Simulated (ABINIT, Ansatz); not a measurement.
An input for ABINIT 10.8.3 (MgO (Periclase)):

```
acell 3*1.0 Angstrom
rprim 
  -0.000000000000 2.108500000000 2.108500000000
  2.108500000000 0.000000000000 2.108500000000
  2.108500000000 2.108500000000 0.000000000000
ntypat 2
znucl 12 8
natom 2
typat 1 2
xred 
  0.000000000000 0.000000000000 0.000000000000
  0.500000000000 0.500000000000 0.500000000000
pp_dirpath "pseudos"
pseudos "Mg.upf, O.upf"
ecut 38
ngkpt 8 8 8
nshiftk 1
shiftk 0 0 0
kptopt 1
chksymbreak 0
istwfk *1
occopt 1
irdwfk 1
optdriver 3
nband 50
ecuteps 5.6
inclvkb 2
awtr 1
symchi 1
indata_prefix "in"
outdata_prefix "out"
tmpdata_prefix "tmp"
```

The database entry behind the starting cell differs from later determinations by our own check (about 0.1 % long), so it need not match the best structure at ambient conditions.

```sh
OMP_NUM_THREADS=1 mpirun -n 8 abinit run.abi > log
```

Q: Estimate wall time and host memory on 8 MPI ranks of Arm Neoverse V2, shared host.

It took 57 s; on shared hardware allow 28 s to 1.9 min. Peak host memory was 1.5 GiB.

[Paths, hosts, dates, memory and timing lines, banners, echoed tables and standing remarks are left out of the program output.]

[Logs are printed without paths, hosts, clocks, repeated set-up lines and the standing remarks that a program may print on its own settings, such as how far it seeks lower states.]

[Runs of the session that timed out or met a known fault of the program may be left out.]

[Hosts, paths, dates, database ids (printed as entryN), source tags and the programs' standing remarks are cut or masked in the printed files.]

[G0W0 gaps are taken among the corrected bands and points alone; a level outside them can change the order at an edge.]

[Where Ansatz stands beside ABINIT at settings called matched, ABINIT's density can come from a denser mesh and the files from another edition; pairs whose starting gaps differed by over 0.03 eV were left out, so agreement reads better than it is.]
